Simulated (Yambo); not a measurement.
**Si in Yambo: convergence with bands in self energy**

The system is Si.

```
Si
1.0
     0.00000    2.72185    2.72185
     2.72185    0.00000    2.72185
     2.72185    2.72185    0.00000
Si
2
Direct
  0.50000 0.50000 0.50000
  0.75000 0.75000 0.75000
```

* Program: Yambo 5.3.0
* Task: G0W0 quasiparticle levels
* Functional: PBEsol
* Potentials or basis: PseudoDojo 0.4.1 SR PBEsol standard
* Cutoff: 490 eV
* Density cutoff: 1959 eV
* k mesh: 8 × 8 × 8
* Occupations: fixed
* Spin: no spin polarisation
* k mesh of the self-consistent run: 8 × 8 × 8
* Random integration of the Coulomb term: yes
* Direction of the field or of q to 0: x + y + z
* Broadening: 0.1 eV
* States corrected: Γ and the k points of the band edges
* Frequency dependence of W: plasmon pole
* Terminator of the band sum in the self-energy: none
* Quasiparticle equation: linearised (Newton)
* Imaginary frequency of the plasmon-pole fit: 27.2114 eV
* Bands in the response: 404
* Bands in the self-energy: 24
* Cutoff of the response matrix: 6 Ry
* Cutoff of exchange and Vxc: 36 Ry
* Bands corrected (first, last): [4, 5]

These are the settings of the first run; the series varies bands in self energy, with any setting tied to it.

**Question.** The values tried are 24, 44, 84, 404, loosest first. From which on does the quasiparticle gap at the points computed stay within 0.05 eV of the tightest run that finished?

**Answer.** From 44 on.

```
bands in self energy  quasiparticle gap at the points computed (eV)
                  24                                          1.052
                  44                                          1.094
                  84                                          1.125
                 404                                          1.136
```

The tightest run that finished is the yardstick and may itself not be fully converged.

Caveat, for the tightest run too: this version prints the column dSc/dw multiplied by 27.2.
